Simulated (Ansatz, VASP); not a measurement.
## CaS (Oldhamite): VASP beside Ansatz

```xyz
2
Lattice="0.0000 2.8560 2.8560 2.8560 0.0000 2.8560 2.8560 2.8560 0.0000" Properties=species:S:1:pos:R:3 pbc="T T T"
Ca    0.0000    0.0000    0.0000
S     2.8560    2.8560    2.8560
```

Alike in both runs: task single point; functional PBE; k mesh 8 × 8 × 8; occupations gaussian, width 0.02 eV; no spin polarisation.

|  | VASP | Ansatz |
| --- | --- | --- |
| version | VASP 6.6.1 | Ansatz 0.2.0 |
| potentials or method | VASP PAW PBE potentials, release 64 (Ca_sv, S) | scalar-relativistic, plane waves, PAW |
| plane-wave cutoff (eV) | 520 | 420 |
| valence electrons in the cell | 16 | 16 |

|  | VASP | Ansatz | Ansatz less VASP |
| --- | --- | --- | --- |
| gap on the k mesh at the Fermi level (eV) | 2.38 | 2.38 | +0.005 |
| least direct gap on the mesh (eV) | 3.18 | 3.18 | +0.005 |
| pressure (GPa) | 0.1 | 0.0 | -0.15 |

A k mesh can miss the band edges.
